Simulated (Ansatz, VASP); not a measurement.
Na: VASP beside Ansatz

The input INCAR:

```
PREC = Accurate
ENCUT = 520
EDIFF = 1E-7
ISMEAR = -1
SIGMA = 0.1
LREAL = False
LASPH = True
NELM = 80
ALGO = Normal
ISIF = 2
LWAVE = False
LCHARG = False
GGA = CA
NBANDS = 10
```

File KPOINTS:

```
Automatic mesh
0
Gamma
  16 16 16
```

Contents of POSCAR:

```
Na
1.0
   -2.0287155323      2.0287155323      2.0287155323
    2.0287155323     -2.0287155323      2.0287155323
    2.0287155323      2.0287155323     -2.0287155323
Na
1
Direct
    0.0000000000      0.0000000000      0.0000000000
```

Input for Ansatz:

```yaml
crystal:
  lattice:
    - [-2.0287155323, 2.0287155323, 2.0287155323]
    - [2.0287155323, -2.0287155323, 2.0287155323]
    - [2.0287155323, 2.0287155323, -2.0287155323]
  atoms:
    - { symbol: Na, position: [0.0, 0.0, 0.0] }
hamiltonian:
  xc: lda
  pseudopotentials:
    kind: paw
    azcp:
      Na: "pseudopotentials/Na.paw.azcp"
basis:
  ecutwfc: 420
  fft_grid_basis: typed
kpoints:
  mp_grid: { grid: [16, 16, 16], shift: [0, 0, 0] }
magnetization:
  spin_polarized: false
scf:
  occupations: { method: fermi_dirac, width: 0.1 }
  lower_state_search: "off"
output:
  stress: true
```

Alike in both runs: task single point; functional LDA; k mesh 16 × 16 × 16; occupations fermi-dirac, width 0.1 eV; no spin polarisation.

```csv
,VASP,Ansatz
version,VASP 6.6.1,Ansatz 0.2.0
potentials or method,"VASP PAW LDA potentials, release 64 (Na_pv)","plane waves (420 eV) with PAW, scalar-relativistic"
plane-wave cutoff (eV),520,420
valence electrons in the cell,7,9
```

|  | VASP | Ansatz | Ansatz less VASP |
| --- | --- | --- | --- |
| pressure (GPa) | 0.0 | 0.0 | +0.01 |

The two sets of potentials don't hold the same shells in valence. Ansatz warned: «pseudo_functional_mismatch».
